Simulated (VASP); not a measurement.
## Sr4Ti4HO11 (a cell with a defect): relaxation of the atoms with PBE

Crystal: Sr4Ti4HO11 (a cell with a defect).

```
Sr Ti H O
1.0
    -3.94021    3.94021    3.94021
     3.94021   -3.94021    3.94021
     3.94021    3.94021   -3.94021
Sr Ti H O
4 4 1 11
Direct
  0.50000 0.50000 0.50000
  0.00000 0.00000 0.50000
  0.00000 0.50000 0.00000
  0.50000 0.00000 0.00000
  0.99662 0.99639 0.00538
  0.50000 0.50000 0.00000
  0.50000 0.00000 0.50000
  0.99706 0.50260 0.49887
  0.99667 0.24466 0.24412
  0.50000 0.75000 0.25000
  0.50000 0.25000 0.75000
  0.00000 0.75000 0.75000
  0.25000 0.00000 0.25000
  0.75000 0.50000 0.25000
  0.75000 0.00000 0.75000
  0.25000 0.50000 0.75000
  0.25000 0.25000 0.00000
  0.75000 0.75000 0.00000
  0.75000 0.25000 0.50000
  0.25000 0.75000 0.50000
```

| Property | Result |
| --- | --- |
| Program | VASP 6.6.1 |
| Task | relaxation of the atoms |
| Functional | PBE |
| Potentials or basis | VASP PAW PBE potentials, release 64 (Sr_sv, Ti_sv, H, O) |
| Cutoff | 450 eV |
| k mesh | 3 × 3 × 3 |
| Occupations | gaussian, width 0.01 eV |
| Spin | no spin polarisation |
| Monkhorst-Pack mesh | no |

```
Energy gained by relaxing    : 22.1 meV/atom
Ionic steps                  : 50
Largest force after relaxing : 0.022 eV/Å
Band gap on the k mesh       : 2.05 eV, indirect (least direct gap 2.11 eV)
```

Forces on the atoms (eV/Å):
```
Sr  -0.015  0.011 -0.003
Sr  -0.015  0.011 -0.004
Sr  -0.018  0.005  0.004
Sr  -0.018  0.003 -0.012
Ti   0.017  0.012  0.003
Ti   0.002 -0.008  0.002
Ti  -0.006  0.008  0.000
Ti   0.015  0.007  0.015
H    0.021 -0.003  0.000
O   -0.011 -0.001  0.004
O   -0.010  0.000 -0.003
O    0.018 -0.008  0.004
O    0.002  0.002  0.003
O    0.006 -0.005 -0.006
O   -0.007 -0.007  0.003
O    0.005 -0.005 -0.005
O   -0.002 -0.007 -0.003
O    0.004 -0.010 -0.004
O    0.007 -0.004  0.004
O    0.003  0.000 -0.004
```

Step by step:
| step | energy change (eV) | largest force (eV/Å) | pressure (GPa) |
| --- | --- | --- | --- |
| 1 | 0.0000 | 2.7487 | -7.62 |
| 3 | -0.3648 | 0.2186 | -6.85 |
| 5 | -0.4028 | 0.4829 | -7.04 |
| 7 | -0.4181 | 0.1983 | -7.26 |
| 9 | -0.4206 | 0.1083 | -7.20 |
| 11 | -0.4220 | 0.0687 | -7.20 |
| 13 | -0.4225 | 0.0404 | -7.22 |
| 15 | -0.4234 | 0.0723 | -7.20 |
| 17 | -0.4235 | 0.1021 | -7.19 |
| 19 | -0.4240 | 0.0941 | -7.17 |
| 21 | -0.4255 | 0.1306 | -7.03 |
| 23 | -0.4289 | 0.1252 | -6.86 |
| 25 | -0.4295 | 0.1425 | -6.77 |
| 27 | -0.4321 | 0.1373 | -6.65 |
| 29 | -0.4336 | 0.0669 | -6.60 |
| 31 | -0.4346 | 0.0822 | -6.60 |
| 33 | -0.4352 | 0.0444 | -6.64 |
| 35 | -0.4359 | 0.0697 | -6.64 |
| 37 | -0.4365 | 0.0497 | -6.62 |
| 39 | -0.4373 | 0.1066 | -6.57 |
| 41 | -0.4388 | 0.0601 | -6.43 |
| 43 | -0.4388 | 0.0554 | -6.41 |
| 45 | -0.4400 | 0.0837 | -6.39 |
| 47 | -0.4411 | 0.0513 | -6.38 |
| 49 | -0.4418 | 0.0364 | -6.33 |
| 50 | -0.4421 | 0.0222 | -6.32 |

Final structure:
```
Sr Ti H O
1.0
    -3.94021    3.94021    3.94021
     3.94021   -3.94021    3.94021
     3.94021    3.94021   -3.94021
Sr Ti H O
4 4 1 11
Cartesian
  1.9926 1.9868 1.9275
  -1.9479 5.9190 1.9521
  -1.9492 2.0014 5.8700
  1.9919 -1.9347 5.8843
  3.8687 3.9775 3.8934
  0.0527 0.0479 3.8836
  3.9940 0.0463 3.8846
  0.0680 3.9787 3.8929
  1.9541 -0.0190 0.0224
  1.9491 -0.0203 3.9581
  1.9492 3.9160 0.0253
  1.9586 3.9254 3.9482
  0.0585 1.9173 0.0267
  -0.0842 1.9664 3.9630
  0.0571 5.9096 0.0232
  3.8522 1.9195 0.0248
  0.0516 -0.0247 1.9712
  0.0633 -0.0240 5.9618
  -0.0941 3.9181 2.0192
  3.8617 -0.0247 1.9741
```

Levels at points of the mesh, in eV from the valence-band top:
```
           k point  band 74  band 75  band 76  band 77  band 78  band 79  band 80  band 81
(0.00, 0.00, 0.00)    -0.75    -0.37    -0.36    -0.05     2.05     2.07     2.12     3.40
```

Core levels (eV, on the scale of the bands):
| atom | levels |
| --- | --- |
| 1 Sr | 1s -15923.4, 2s -2145.9, 2p -1905.3, 3s -321.9, 3p -244.3, 3d -116.1 |
| 2 Sr | 1s -15923.4, 2s -2145.9, 2p -1905.3, 3s -321.9, 3p -244.3, 3d -116.2 |
| 3 Sr | 1s -15923.4, 2s -2145.9, 2p -1905.3, 3s -321.9, 3p -244.3, 3d -116.2 |
| 4 Sr | 1s -15923.4, 2s -2145.9, 2p -1905.3, 3s -321.9, 3p -244.2, 3d -116.1 |
| 5 Ti | 1s -4858.7, 2s -527.8, 2p -435.0 |
| 6 Ti | 1s -4858.9, 2s -527.9, 2p -435.2 |

Wall time 12 min on 4 MPI ranks on Intel(R) Xeon(R) 6975P-C (Granite Rapids) (shared host), peak memory 0.16 GiB a rank.

Caveat: the cell is charged against a uniform background, so pressure and absolute levels hang on convention; the cutoff is under 1.25 times the usual one of these potentials, so pressure, stress and relaxed cells hold a basis-set (Pulay) error. A hybrid or GW would open this gap; PBE tends to underestimate it.
